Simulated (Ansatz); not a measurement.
**Eigenvalues along a path: B (diamond type)**

```
CELL_PARAMETERS angstrom
0.00000 2.02555 2.02555
2.02555 0.00000 2.02555
2.02555 2.02555 0.00000
ATOMIC_POSITIONS crystal
B 0.87500 0.87500 0.87500
B 0.12500 0.12500 0.12500
```

The cell comes from a relaxation on PAW files under the same functional, begun from a prototype that needn't be the stable phase.

All numbers are PBE results (scalar-relativistic) from Ansatz 0.2.0, with a Γ-centred 18×18×18 k mesh, Fermi–Dirac smearing of 0.05 eV, no spin polarisation. Methods: LAPW: all electrons, basis error target 1 meV/atom.

Path points, in fractions of the reciprocal vectors: Γ (0.000, 0.000, 0.000), X (0.500, 0.000, 0.500), U (0.625, 0.250, 0.625), K (0.375, 0.375, 0.750), L (0.500, 0.500, 0.500), W (0.500, 0.250, 0.750). The distance column jumps between branches of the path. Levels in eV from the Fermi level; bands 3 to 7, counted from the lowest band of the run. The gap is zero, the pressure -0.03 GPa.

```
# k(1/Å) point b3 b4 b5 b6 b7
0.000 Γ -12.88 4.03 4.03 4.03 8.18
0.222 - -12.73 3.39 3.39 3.71 8.06
0.443 - -12.29 2.20 2.20 2.81 7.76
0.665 - -11.56 1.02 1.02 1.47 7.40
0.886 - -10.54 -0.20 0.04 0.04 7.08
1.108 - -9.25 -2.09 -0.69 -0.69 6.90
1.329 - -7.72 -4.06 -1.14 -1.14 6.92
1.551 X -5.96 -5.96 -1.29 -1.29 7.20
1.629 - -5.95 -5.95 -1.40 -1.27 7.22
1.708 - -5.92 -5.90 -1.70 -1.22 7.26
1.786 - -5.86 -5.82 -2.14 -1.14 7.33
1.864 - -5.80 -5.70 -2.66 -1.03 7.43
1.943 - -5.75 -5.56 -3.19 -0.88 7.57
2.021 - -5.76 -5.38 -3.66 -0.71 7.73
2.099 U -5.89 -5.17 -3.98 -0.51 7.91
3.049 K -5.89 -5.17 -3.98 -0.51 7.91
3.284 - -7.22 -4.35 -3.76 0.25 8.64
3.519 - -8.84 -3.26 -2.76 1.16 9.55
3.754 - -10.26 -1.91 -1.43 2.12 10.45
3.989 - -11.40 -0.33 0.12 2.97 9.76
4.224 - -12.22 1.41 1.78 3.59 8.89
4.459 - -12.71 3.12 3.29 3.92 8.36
4.694 Γ -12.88 4.03 4.03 4.03 8.18
4.886 - -12.77 3.23 3.81 3.81 8.46
5.078 - -12.44 1.56 3.32 3.32 9.10
5.270 - -11.89 -0.36 2.79 2.79 9.75
5.462 - -11.12 -2.30 2.33 2.33 10.15
5.654 - -10.15 -4.16 1.98 1.98 10.28
5.845 - -9.00 -5.86 1.77 1.77 10.26
6.037 L -8.04 -7.01 1.69 1.69 10.24
6.194 - -7.98 -6.93 1.37 1.55 10.12
6.351 - -7.79 -6.71 0.54 1.12 9.91
6.507 - -7.47 -6.36 -0.52 0.43 9.83
6.664 - -7.03 -5.88 -1.62 -0.43 10.00
6.821 - -6.47 -5.31 -2.65 -1.39 10.42
6.977 - -5.82 -4.86 -3.36 -2.33 11.03
7.134 W -5.14 -5.14 -3.14 -3.14 11.69
7.245 - -5.20 -5.20 -3.04 -3.04 11.24
7.356 - -5.36 -5.36 -2.76 -2.76 10.33
7.466 - -5.55 -5.55 -2.38 -2.38 9.38
7.577 - -5.72 -5.72 -1.99 -1.99 8.51
7.688 - -5.85 -5.85 -1.63 -1.63 7.82
7.799 - -5.94 -5.94 -1.38 -1.38 7.36
7.910 X -5.96 -5.96 -1.29 -1.29 7.20
```
